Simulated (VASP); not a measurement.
# Ba (Immm) in VASP: a series of runs

The runs below take Ba through single point, with PBE.

Program: VASP 6.6.1. These are calculated values, not measurements. Logs are shortened: lines on timing, memory, paths and dates and some standing lists are left out, and cuts for length are marked.

## Step 1: The cell of the first run

The structure is orthorhombic, space group Immm (No. 71). Conventional cell: a = 4.116 Å, b = 4.856 Å, c = 6.345 Å, α = 90.00°, β = 90.00°, γ = 90.00°. Ba (site symmetry mmm) is surrounded by 10 Ba at 4.12 to 4.49 Å.

This isn't the form of Ba at room conditions, which is bcc.

## Step 2: Single point, PBE (engineering shear strain xz -0.1650, engineering shear strain yz +0.0000)

INCAR

```
ALGO     = Fast           # electronic algorithm
EDIFF    = 1E-6           # SCF threshold, eV
ENCUT    = 520            # plane-wave cutoff, eV
GGA      = PE             # functional
ISIF     = 2              # what is computed and relaxed
ISMEAR   = 0              # smearing method
LASPH    = True           # aspherical terms in the spheres
LCHARG   = False          # write CHGCAR
LREAL    = False          # projectors in reciprocal space
LWAVE    = False          # write WAVECAR
NBANDS   = 11             # bands
NELM     = 80             # most SCF steps
PREC     = Accurate       # precision mode
SIGMA    = 0.15           # smearing width, eV
```

KPOINTS

```
k-points
0
Gamma
  12 12 12
```

POSCAR

```
Ba
1.0
   -0.2617174220      3.1723323880      3.1723323880
    2.9106149660      0.0000000000      2.9106149660
    3.1723323880      3.1723323880     -0.2617174220
Ba
1
Direct
    0.0000000000      0.0000000000      0.0000000000
```

Potentials or basis: VASP PAW PBE potentials, release 64 (Ba_sv).

Started as:

```console
$ cat potpaw_PBE.64/Ba_sv/POTCAR > POTCAR
$ mpirun -np 1 vasp_std > vasp.out
```

OUTCAR:

```text
EDIFF = 1E-6
   ENCUT = 520
   GGA = PE
   ISIF = 2
   ISMEAR = 0
   LASPH = True
   LREAL = False
   NELM = 80
   PREC = Accurate

 ion  position               nearest neighbor table
   1  0.000  0.000  0.000-

  LATTYP: Found a body centered orthorhombic cell.
 ALAT       =     4.1162311598
 B/A-ratio  =     1.1798365123
 C/A-ratio  =     1.5413771797

  Lattice vectors:

 A1 = (   3.1723323880,  -3.1723323880,  -0.2617174220)
 A2 = (  -3.1723323880,  -3.1723323880,   0.2617174220)
 A3 = (   0.2617174220,   3.1723323880,  -3.1723323880)

Analysis of symmetry for initial positions (statically):
=====================================================================
 Subroutine PRICEL returns:
 Original cell was already a primitive cell.

 Routine SETGRP: Setting up the symmetry group for a
 body centered orthorhombic supercell.

 Subroutine GETGRP returns: Found  8 space group operations
 (whereof  8 operations were pure point group operations)
 out of a pool of  8 trial point group operations.

The static configuration has the point symmetry D_2h.

Analysis of symmetry for dynamics (positions and initial velocities):
=====================================================================
 Subroutine PRICEL returns:
 Original cell was already a primitive cell.

 Routine SETGRP: Setting up the symmetry group for a
 body centered orthorhombic supercell.

 Subroutine GETGRP returns: Found  8 space group operations
 (whereof  8 operations were pure point group operations)
 out of a pool of  8 trial point group operations.

The dynamic configuration has the point symmetry D_2h.

 Subroutine INISYM returns: Found  8 space group operations
 (whereof  8 operations are pure point group operations),
 and found     1 'primitive' translations

----------------------------------------------------------------------------------------

                                     Primitive cell

  volume of cell :      63.4162

  direct lattice vectors                    reciprocal lattice vectors
    -0.261717422  3.172332388  3.172332388    -0.145600684  0.157612740  0.145600684
     2.910614966  0.000000000  2.910614966     0.171785003 -0.157612740  0.171785003
     3.172332388  3.172332388 -0.261717422     0.145600684  0.157612740 -0.145600684

  length of vectors
     4.493982818  4.116231160  4.493982818     0.259308492  0.289589278  0.259308492

  position of ions in fractional coordinates (direct lattice)
     0.000000000  0.000000000  0.000000000

  ion indices of the primitive-cell ions
   primitive index   ion index
                 1           1

----------------------------------------------------------------------------------------

 KPOINTS: k-points

Automatic generation of k-mesh.
 Grid dimensions read from file:
 generate k-points for:   12   12   12

 Generating k-lattice:

  Cartesian coordinates                     Fractional coordinates (reciprocal lattice)
    -0.012133390  0.013134395  0.012133390     0.083333333  0.000000000  0.000000000
     0.014315417 -0.013134395  0.014315417     0.000000000  0.083333333 -0.000000000
     0.012133390  0.013134395 -0.012133390     0.000000000  0.000000000  0.083333333

  Length of vectors
     0.021609041  0.024132440  0.021609041

  Shift w.r.t. Gamma in fractional coordinates (k-lattice)
     0.000000000  0.000000000  0.000000000

 Subroutine IBZKPT returns following result:
 ===========================================

 Found    280 irreducible k-points:

 Following reciprocal coordinates:
            Coordinates               Weight
  0.000000  0.000000  0.000000      1.000000
  0.083333  0.000000  0.000000      4.000000
  0.166667  0.000000 -0.000000      4.000000
  0.250000  0.000000  0.000000      4.000000
  0.333333  0.000000  0.000000      4.000000
  0.416667  0.000000  0.000000      4.000000
[... 16 lines left out ...]
  0.250000  0.166667  0.000000      8.000000
  0.333333  0.166667  0.000000      8.000000
 [... further k-points ...]
   k-points           NKPTS =    280   k-points in BZ     NKDIM =    280   number of bands    NBANDS=     11
   number of dos      NEDOS =    301   number of ions     NIONS =      1
   total plane-waves  NPLWV =  41472
   dimension x,y,z NGX =    36 NGY =   32 NGZ =   36
   dimension x,y,z NGXF=    72 NGYF=   64 NGZF=   72
   ions per type =               1
   NGX,Y,Z   is equivalent  to a cutoff of  13.32, 12.92, 13.32 a.u.
   NGXF,Y,Z  is equivalent  to a cutoff of  26.63, 25.85, 26.63 a.u.
 SYSTEM =  unknown system
   PREC   = accura    normal or accurate (medium, high low for compatibility)
   ISTART =      0    job   : 0-new  1-cont  2-samecut
   ICHARG =      2    charge: 1-file 2-atom 10-const
   ISPIN  =      1    spin polarized calculation?
   LNONCOLLINEAR =      F non collinear calculations
   LSORBIT =      F    spin-orbit coupling
   LASPH  =      T    aspherical Exc in radial PAW
   ENCUT  =  520.0 eV  38.22 Ry    6.18 a.u.   8.36  7.65  8.36*2*pi/ulx,y,z
   NELM   =     80;   NELMIN=  2; NELMDL= -5     # of ELM steps
   EDIFF  = 0.1E-05   stopping-criterion for ELM
   LREAL  =      F    real-space projection
   EDIFFG = 0.1E-04   stopping-criterion for IOM
   NSW    =      0    number of steps for IOM
   IBRION =     -1    ionic relax: 0-MD 1-quasi-New 2-CG
   NFREE  =      0    steps in history (QN), initial steepest desc. (CG)
   ISIF   =      2    stress and relaxation
   ISYM   =      2    0-nonsym 1-usesym 2-fastsym
   POTIM  = 0.5000    time-step for ionic-motion
   TEBEG  =    0.0;   TEEND  =   0.0 temperature during run
   PSTRESS=    0.0 pullay stress
   NELECT =      10.0000    total number of electrons
   NUPDOWN=      -1.0000    fix difference up-down
   EMIN   =  10.00;   EMAX   =-10.00  energy-range for DOS
   EFERMI =   0.00;   METHOD = LEGACY
   ISMEAR =     0;   SIGMA  =   0.15  broadening in eV -4-tet -1-fermi 0-gaus
   EFERMI_NEDOS =   21; number of points for ismear=-14 and -15
   IALGO  =     68    algorithm
   IMIX   =      4    mixing-type and parameters
     AMIX     =   0.40;   BMIX     =  1.00
     AMIX_MAG =   1.60;   BMIX_MAG =  1.00
  volume/ion in A,a.u.               =      63.42       427.95
  Fermi-wavevector in a.u.,A,eV,Ry     =   0.884453  1.671374 10.643257  0.782257
  Thomas-Fermi vector in A             =   2.005355
   LORBIT       =      0    0 simple, 1 ext, 2 COOP (PROOUT), +10 PAW based schemes
   GGA     = PE    functional components
   LHFCALC =     F    Hartree Fock is set to
   AEXX    =    0.0000 exact exchange contribution
   IVDW    =     0    specifies the selected vdW correction
   LEPSILON=     F    determine dielectric tensor
   LRPA    =     F    only Hartree local field effects (RPA)
 non-spin polarized calculation
 RMM-DIIS sequential band-by-band and
 Gauss-broadening in eV      SIGMA  =   0.15
  energy-cutoff  :      520.00
  volume of cell :       63.42
 maximum number of plane-waves:      1730
 NGX is ok and might be reduce to    36
   NGX = 17   NGY = 15   NGZ = 17

 number of electron      10.0000000 magnetization

 Free energy of the ion-electron system (eV)
  ---------------------------------------------------
  ext. energy  EPLUGINS =         0.00000000
  ---------------------------------------------------
  free energy    TOTEN  =        -1.84749485 eV

  energy without entropy =       -1.82803221  energy(sigma->0) =       -1.83776353

 E-fermi :   1.6414     XC(G=0):  -7.3818

 val. band max:        1.6391317716   @ k =  -0.1667   0.5000   0.1667
 cond. band min:       1.6447699990   @ k =   0.5000  -0.0833   0.2500
 fundamental gap:      0.0056382274
 Fermi energy:         1.6414246795

 k-point     1 :       0.0000    0.0000    0.0000
  band No.  band energies     occupation
      1     -27.2844      2.00000
      2     -12.2693      2.00000
      3     -12.2503      2.00000
      4     -12.1634      2.00000
      5      -1.1125      2.00000
      6       2.7956      0.00000
      7       3.1271      0.00000
      8       4.1685      0.00000
      9       5.1140      0.00000
     10       5.1276      0.00000
     11       7.5992      0.00000

 k-point     2 :       0.0833    0.0000    0.0000
  band No.  band energies     occupation
      1     -27.2825      2.00000
      2     -12.2911      2.00000
      3     -12.2573      2.00000
      4     -12.1668      2.00000
      5      -1.0047      2.00000
      6       2.7680      0.00000
      7       3.0915      0.00000
      8       4.2142      0.00000
      9       5.0315      0.00000
     10       5.1067      0.00000
     11       7.8522      0.00000

 k-point     3 :       0.1667    0.0000   -0.0000
  band No.  band energies     occupation
      1     -27.2772      2.00000
      2     -12.3644      2.00000
      3     -12.2613      2.00000
      4     -12.1763      2.00000
      5      -0.7021      2.00000
      6       2.6264      0.00000
      7       3.0762      0.00000
      8       4.2884      0.00000
      9       4.9028      0.00000
     10       5.1296      0.00000
     11       8.3438      0.00000

 k-point     4 :       0.2500    0.0000    0.0000
  band No.  band energies     occupation
      1     -27.2700      2.00000
      2     -12.4640      2.00000
      3     -12.2643      2.00000
      4     -12.1891      2.00000
      5      -0.2695      2.00000
      6       2.4336      0.00000
      7       3.0678      0.00000
      8       4.2605      0.00000
      9       4.9153      0.00000
     10       5.3655      0.00000
     11       7.8732      0.00000
[... 239 lines left out ...]
 k-point    22 :       0.1667    0.1667    0.0000
  band No.  band energies     occupation
      1     -27.2681      2.00000
      2     -12.3449      2.00000
      3     -12.2844      2.00000
      4     -12.2745      2.00000
      5      -0.4808      2.00000
      6       2.6094      0.00000
      7       3.5251      0.00000
      8       3.9111      0.00000
      9       4.2034      0.00000
     10       5.2651      0.00000
     11       8.9411      0.00000

 k-point    23 :       0.2500    0.1667    0.0000
  band No.  band energies     occupation
      1     -27.2632      2.00000
      2     -12.4000      2.00000
      3     -12.3019      2.00000
      4     -12.2831      2.00000
      5      -0.1618      2.00000
      6       2.3967      0.00000
      7       3.3307      0.00000
      8       3.9947      0.00000
      9       4.4811      0.00000
     10       5.4346      0.00000
     11       9.0851      0.00000

 k-point    24 :       0.3333    0.1667    0.0000
  band No.  band energies     occupation
      1     -27.2568      2.00000
      2     -12.4759      2.00000
      3     -12.3180      2.00000
      4     -12.2923      2.00000
      5       0.2703      2.00000
      6       2.2389      0.00000
      7       3.1218      0.00000
      8       3.9400      0.00000
      9       4.9744      0.00000
     10       5.6468      0.00000
     11       8.3200      0.00000

 [... further k-points ...]

------------------------ aborting loop because EDIFF is reached ----------------------------------------

  FORCE on cell =-STRESS in cart. coord.  units (eV):
  Direction    XX          YY          ZZ          XY          YZ          ZX
  --------------------------------------------------------------------------------------
  -------------------------------------------------------------------------------------
  Total        0.1702030     -0.0748258      0.1702030     -0.0000000      0.0000000      0.6383742
  in kB        4.3000909     -1.8904350      4.3000909     -0.0000000      0.0000000     16.1282002
  external PRESSURE =       2.2365823 kB  Pullay stress =       0.0000000 kB

 VOLUME and BASIS-vectors are now :
 -----------------------------------------------------------------------------
  energy-cutoff  :      520.00
  volume of cell :       63.42
      direct lattice vectors                 reciprocal lattice vectors
    -0.261717422  3.172332388  3.172332388    -0.145600684  0.157612740  0.145600684
     2.910614966  0.000000000  2.910614966     0.171785003 -0.157612740  0.171785003
     3.172332388  3.172332388 -0.261717422     0.145600684  0.157612740 -0.145600684

 POSITION                                       TOTAL-FORCE (eV/Angst)
 -----------------------------------------------------------------------------------
      0.00000      0.00000      0.00000         0.000000     -0.000000     -0.000000
 -----------------------------------------------------------------------------------
    total drift:                               -0.000000      0.000000      0.000000

  FREE ENERGIE OF THE ION-ELECTRON SYSTEM (eV)
  ---------------------------------------------------
  free  energy   TOTEN  =        -1.8474948540 eV

  energy  without entropy=       -1.8280322125  energy(sigma->0) =       -1.83776353
```

Wall time 82 s (1 thread of Intel Xeon Platinum 8488C (Sapphire Rapids), shared host); peak memory 0.33 GiB.

Results:

```
Free energy            : -1.8475 eV
Pressure               : 0.2 GPa
Band gap on the k mesh : none (metal or under the smearing width)
```

Levels at points of the mesh, in eV from the Fermi level:
```
           k point  band 1  band 2  band 3  band 4  band 5  band 6  band 7  band 8  band 9  band 10
(0.00, 0.00, 0.00)  -28.93  -13.91  -13.89  -13.80   -2.75    1.15    1.49    2.53    3.47     3.49
(0.50, 0.00, 0.00)  -28.90  -14.30  -13.91  -13.86   -1.04    0.76    1.25    2.39    3.78     4.78
(0.00, 0.50, 0.00)  -28.86  -14.43  -13.97  -13.96   -0.84    1.01    1.44    1.98    4.24     4.65
(0.50, 0.50, 0.00)  -28.86  -14.39  -14.03  -14.01   -0.78   -0.16    2.14    4.12    4.72     4.94
(0.50, 0.00, 0.50)  -28.88  -14.30  -14.11  -13.92   -0.80   -0.21    2.05    4.63    4.65     4.89
```

Spin-orbit coupling is left out, which matters for the levels of Ba.

## Step 3: Single point, PBE (engineering shear strain xz -0.1100, engineering shear strain yz +0.0000)

INCAR

```
PREC = Accurate
ENCUT = 520
EDIFF = 1E-6
ISMEAR = 0
SIGMA = 0.15
LREAL = False
LASPH = True
NELM = 80
ALGO = Fast
ISIF = 2
LWAVE = False
LCHARG = False
GGA = PE
NBANDS = 11
```

KPOINTS

```
regular mesh
0
Gamma
  12 12 12
```

POSCAR

```
Ba
1.0
   -0.1744782813      3.1723323880      3.1723323880
    2.9978541067      0.0000000000      2.9978541067
    3.1723323880      3.1723323880     -0.1744782813
Ba
1
Direct
    0.0000000000      0.0000000000      0.0000000000
```

Potentials or basis: VASP PAW PBE potentials, release 64 (Ba_sv).

Started as:

```console
$ cat potpaw_PBE.64/Ba_sv/POTCAR > POTCAR
$ mpirun -np 1 vasp_std > vasp.out
```

Wall time 1.8 min (1 thread of Intel Xeon Platinum 8488C (Sapphire Rapids), shared host); peak memory 0.34 GiB.

The run converged. Its results:

```
Free energy            : -1.8771 eV
Pressure               : 0.1 GPa
Band gap on the k mesh : none (metal or under the smearing width)
```

Stress tensor (GPa, compression positive):
```
 0.24  0.00  1.05
 0.00 -0.05  0.00
 1.05  0.00  0.24
```

Levels at points of the mesh, in eV from the Fermi level:
| k point | band 3 | band 4 | band 5 | band 6 | band 7 | band 8 |
| --- | --- | --- | --- | --- | --- | --- |
| (0.00, 0.00, 0.00) | -13.89 | -13.85 | -2.78 | 1.33 | 1.62 | 2.24 |
| (0.50, 0.00, 0.00) | -13.93 | -13.90 | -1.02 | 0.82 | 1.36 | 2.10 |
| (0.00, 0.50, 0.00) | -13.97 | -13.96 | -0.88 | 1.19 | 1.27 | 1.85 |
| (0.50, 0.50, 0.00) | -14.04 | -14.03 | -0.80 | -0.17 | 2.06 | 4.27 |
| (0.50, 0.00, 0.50) | -14.10 | -13.98 | -0.81 | -0.19 | 2.02 | 4.55 |

The run has no spin-orbit coupling, so splittings on Ba are missing.
